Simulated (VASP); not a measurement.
# HfO₂: forms and broadenings of the independent-particle spectrum

HfO₂, P4_2/mnm (no. 136), 6 atoms in the cell. PBE, independent-particle dielectric function; PAW potentials Hf_pv, O (PBE set).

## Input

INCAR.step1:
```
SYSTEM = HfO2
PREC = Accurate
ENCUT = 460
ISMEAR = 0
SIGMA = 0.02
EDIFF = 1E-8
LASPH = .True.
KPAR = 4
LWAVE = .False.
LCHARG = .False.
LEPSILON = .True.
```

INCAR.step2, as INCAR.step1 but for:
```
- LWAVE = .False.
- LEPSILON = .True.
+ LWAVE = .True.
+ NBANDS = 86
```

INCAR.step3:
```
SYSTEM = HfO2
PREC = Accurate
ENCUT = 460
ISMEAR = 0
SIGMA = 0.02
EDIFF = 1E-7
LASPH = .True.
KPAR = 4
LWAVE = .False.
LCHARG = .False.
LOPTICS = .True.
NBANDS = 86
NEDOS = 2000
CSHIFT = 0.1
ALGO = None
NELM = 1
ISTART = 1
```

INCAR.step4, as INCAR.step3 but for:
```
+ LNABLA = .True.
```

INCAR.step5, as INCAR.step4 but for:
```
- LNABLA = .True.
+ LPEAD = .True.
+ IPEAD = 2
```

INCAR.step6, as INCAR.step5 but for:
```
- IPEAD = 2
+ IPEAD = 3
```

INCAR.step7 changes the same tag again: IPEAD = 4.

INCAR.step8, as INCAR.step7 but for:
```
- CSHIFT = 0.1
- LPEAD = .True.
- IPEAD = 4
+ CSHIFT = 0.3
```

INCAR.step9, as INCAR.step8 but for:
```
- CSHIFT = 0.3
+ CSHIFT = 0.5
```

INCAR.step10 changes the same tag again: CSHIFT = 0.03.

INCAR.step11, as INCAR.step10 but for:
```
- ISMEAR = 0
- CSHIFT = 0.03
+ ISMEAR = -5
+ CSHIFT = 0.1
```

INCAR.step12, as INCAR.step11 but for:
```
- ISMEAR = -5
- SIGMA = 0.02
+ ISMEAR = 0
+ SIGMA = 0.2
```

INCAR.step13, as INCAR.step12 but for:
```
- SIGMA = 0.2
+ SIGMA = 0.02
+ OMEGAMAX = 12
```

INCAR.step14, as INCAR.step13 but for:
```
- OMEGAMAX = 12
+ OMEGAMAX = 60
```

KPOINTS:
```
k-points
0
Gamma
  4 4 6
```

POSCAR:
```
HfO2
1.0
    4.8135329900      0.0000000000      0.0000000000
    0.0000000000      4.8135329900      0.0000000000
    0.0000000000      0.0000000000      3.2054154100
Hf O
2 4
Direct
    0.5000000000      0.5000000000      0.5000000000
    0.0000000000      0.0000000000      0.0000000000
    0.8050448800      0.1949551200      0.5000000000
    0.6949551200      0.6949551200      0.0000000000
    0.3050448800      0.3050448800      0.0000000000
    0.1949551200      0.8050448800      0.5000000000
```

Commands (each step's output is kept before the next begins):
```
cat potpaw_PBE.64/Hf_pv/POTCAR potpaw_PBE.64/O/POTCAR > POTCAR
cp INCAR.step1 INCAR
mpirun -np 4 vasp_std > vasp.out
rm WAVECAR CHG
cp INCAR.step2 INCAR
mpirun -np 4 vasp_std > vasp.out
cp INCAR.step3 INCAR
mpirun -np 4 vasp_std > vasp.out
cp INCAR.step4 INCAR
mpirun -np 4 vasp_std > vasp.out
cp INCAR.step5 INCAR
mpirun -np 4 vasp_std > vasp.out
cp INCAR.step6 INCAR
mpirun -np 4 vasp_std > vasp.out
cp INCAR.step7 INCAR
mpirun -np 4 vasp_std > vasp.out
cp INCAR.step8 INCAR
mpirun -np 4 vasp_std > vasp.out
cp INCAR.step9 INCAR
mpirun -np 4 vasp_std > vasp.out
cp INCAR.step10 INCAR
mpirun -np 4 vasp_std > vasp.out
cp INCAR.step11 INCAR
mpirun -np 4 vasp_std > vasp.out
cp INCAR.step12 INCAR
mpirun -np 4 vasp_std > vasp.out
cp INCAR.step13 INCAR
mpirun -np 4 vasp_std > vasp.out
cp INCAR.step14 INCAR
mpirun -np 4 vasp_std > vasp.out
```

## Result

- Direct gap on the mesh (eV): 3.98
- Gap on the mesh (eV): 3.98
- Bands: 86

One ground state, settings moved in the last step alone:

| Settings | ε at zero frequency | Mean energy of the absorption, weighted by Im ε (eV) | Time (s) |
|---|---|---|---|
| longitudinal form, CSHIFT 0.1 | 4.73 | 10.22 | 4 |
| transversal form (LNABLA) | 4.27 | 10.33 | 3 |
| finite differences (LPEAD), order 2 | 4.69 | 10.28 | 8 |
| finite differences (LPEAD), order 3 | 4.71 | 10.24 | 10 |
| finite differences (LPEAD), order 4 | 4.72 | 10.23 | 13 |
| CSHIFT 0.3 | 4.73 | 10.23 | 3 |
| CSHIFT 0.5 | 4.72 | 10.26 | 3 |
| CSHIFT 0.03 | 4.73 | 10.25 | 4 |
| tetrahedron method | 4.69 | 10.28 | 4 |
| SIGMA 0.2 | 4.73 | 10.22 | 5 |
| OMEGAMAX 12, which cuts the spectrum short | 3.73 | – | 4 |
| OMEGAMAX 60 | 4.73 | 10.22 | 4 |

The mean energy covers the spectrum up to 20 eV.

On the same mesh, density-functional perturbation theory with local fields gives ε = 4.65.

Limits: The 4×4×6 mesh is coarse for a spectrum: peaks stand apart that a denser mesh merges; spin-orbit coupling is left out, which can matter with atoms this heavy.

VASP 6.6.1 took 191 s on 4 cores (AMD EPYC 9R14 (Zen 4)), a shared host.
